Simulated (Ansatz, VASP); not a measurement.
One calculation of P, two programs

Contents of INCAR:

```
PREC = Accurate
ENCUT = 520
EDIFF = 1E-7
ISMEAR = -1
SIGMA = 0.05
LREAL = False
LASPH = True
NELM = 80
ALGO = Normal
ISIF = 2
LWAVE = False
LCHARG = False
GGA = PE
NBANDS = 12
```

KPOINTS

```
Automatic mesh
0
Gamma
  11 11 11
```

File POSCAR:

```
P
1.0
   -1.6801572846      2.4982842264      1.8464676247
    1.6801572846     -2.4982842264      1.8464676247
    1.6801572846      2.4982842264     -1.8464676247
P
2
Direct
    0.6966908900      0.9466908900      0.7500000000
    0.3033091100      0.0533091100      0.2500000000
```

Contents of input.yaml:

```yaml
crystal:
  lattice:
    - [-1.6801572846, 2.4982842264, 1.8464676247]
    - [1.6801572846, -2.4982842264, 1.8464676247]
    - [1.6801572846, 2.4982842264, -1.8464676247]
  atoms:
    - { symbol: P, position: [0.69669089, 0.94669089, 0.75] }
    - { symbol: P, position: [0.30330911, 0.05330911, 0.25] }
hamiltonian:
  xc: pbe
  pseudopotentials: { kind: paw }
kpoints:
  mp_grid: { grid: [11, 11, 11] }
scf:
  occupations: { method: fermi_dirac, width: 0.05 }
output:
  forces: true
  stress: true
  eigenvalues: true
```

Change from the starting cell: volume scaled by 0.98.

Alike in both runs: task single point; functional PBE; k mesh 11 × 11 × 11; occupations fermi-dirac, width 0.05 eV; no spin polarisation.

|  | VASP | Ansatz |
| --- | --- | --- |
| version | VASP 6.6.1 | Ansatz 0.2.0 |
| potentials or method | VASP PAW PBE potentials, release 64 (P) | Ansatz PAW |
| plane-wave cutoff (eV) | 520 | 420 |
| valence electrons in the cell | 10 | 10 |

```csv
,VASP,Ansatz,Ansatz less VASP
gap on the k mesh at the Fermi level (eV),none,none,-
pressure (GPa),4.6,4.9,+0.32
largest component of the traceless stress (GPa),1.38,1.56,+0.180
rms of the force components (eV/Å),0.274,0.306,+0.0321
```

Atom by atom the forces differ by 0.032 eV/Å (rms over components). A gap of «none» marks a metal or a gap that the smearing closes.
